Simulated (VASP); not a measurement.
A run of VASP 6.6.1 is set up as follows.

POSCAR

```
HfS2                                    
1.0
    3.5643347360     -0.0000000000      0.0000000000
   -1.7821673680      3.0868044330      0.0000000000
    0.0000000000      0.0000000000     18.8800000000
  S               Hf            
     2     1
Direct
     0.3333330000000032    0.6666669999999968    0.4229817450415170
     0.6666669999999968    0.3333330000000032    0.5770182549584830
     0.0000000000000000    1.0000000000000000    0.5000000000000000
```

Contents of INCAR.step1:

```
SYSTEM = HfS2
  PREC = Accurate
  ENCUT = 520
  EDIFF = 1E-5
  ISMEAR = 0
  SIGMA = 0.03
  LREAL = .False.
  LASPH = .True.
  NELM = 60
  ALGO = Normal
  ISIF = 2
  LWAVE = .True.
  LDIPOL = .True.
  IDIPOL = 3
  DIPOL = 0.5 0.5 0.500
  GGA = PE
  KPAR = 4
```

File INCAR.step2:

```
SYSTEM = HfS2
  PREC = Accurate
  ENCUT = 520
  EDIFF = 1E-6
  ISMEAR = 0
  SIGMA = 0.03
  LREAL = .False.
  LASPH = .True.
  NELM = 60
  ALGO = Normal
  ISIF = 2
  LWAVE = .False.
  LCHARG = .True.
  LDIPOL = .True.
  IDIPOL = 3
  DIPOL = 0.5 0.5 0.500
  GGA = PE
  LHFCALC = .True.
  AEXX = 0.25
  PRECFOCK = Fast
  LVHAR = .True.
  LVACPOTAV = .True.
  ISTART = 1
  KPAR = 4
```

Contents of KPOINTS:

```
Automatic mesh
0
Gamma
  6 6 1
  0 0 0
```

Potentials or basis: VASP PAW PBE potentials, release 64 (S, Hf_pv).

Launch:

```sh
$ cat potpaw_PBE.64/S/POTCAR potpaw_PBE.64/Hf_pv/POTCAR > POTCAR
$ cp INCAR.step1 INCAR
$ mpirun -np 4 vasp_std > vasp.out
$ cp INCAR.step2 INCAR
$ mpirun -np 4 vasp_std > vasp.out
```

Task: What does it give for the ionisation potential of the upper face?

Result: 7.19 eV.

Task: Estimate the band gap on the k mesh.

Result: 2.58 eV, indirect (least direct gap 3.65 eV).

Task: Predict the largest force.

Result: 0.067 eV/Å.

Forces on the atoms (eV/Å):
```
S    0.000  0.000 -0.067
S    0.000  0.000  0.067
Hf   0.000  0.000  0.000
```

Caveat: the PAW data sets were made with another functional, which shifts forces and pressure a little; spin-orbit coupling is left out, which moves the levels of the heavy elements.
